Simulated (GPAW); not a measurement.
Co:

```
Co
1.0
     2.47200    0.00000    0.00000
    -1.23600    2.14081    0.00000
     0.00000    0.00000    4.02114
Co
2
Cartesian
  1.2360 0.7136 3.0159
  0.0000 1.4272 1.0053
```

Base run:

```yaml
Program: GPAW 26.7.0
Functional: PBEsol
Potentials_or_basis: PAW data sets generated in the run's folder for this functional
Cutoff: 600 eV
Basis: pw
k_mesh: 10 × 10 × 6
Occupations: fermi-dirac, width 0.05 eV
Spin: collinear spin, ferromagnetic start
Starting_moments: "[2.0, 2.0] μB"
Hubbard_terms: Co d U = 2 eV
```

Its results: pressure -2.2 GPa; net moment 3.50 μB per cell; site moments Co +1.88 μB.

Q: The run is repeated on the same cell with these changes: hubbard terms from Co d U = 2 eV to Co d U = 8 eV. What comes out?

A: Pressure 25.1 GPa; net moment 4.29 μB per cell; site moments Co +2.35 μB.

Caveats: the U is typed as a test and isn't derived for this compound.
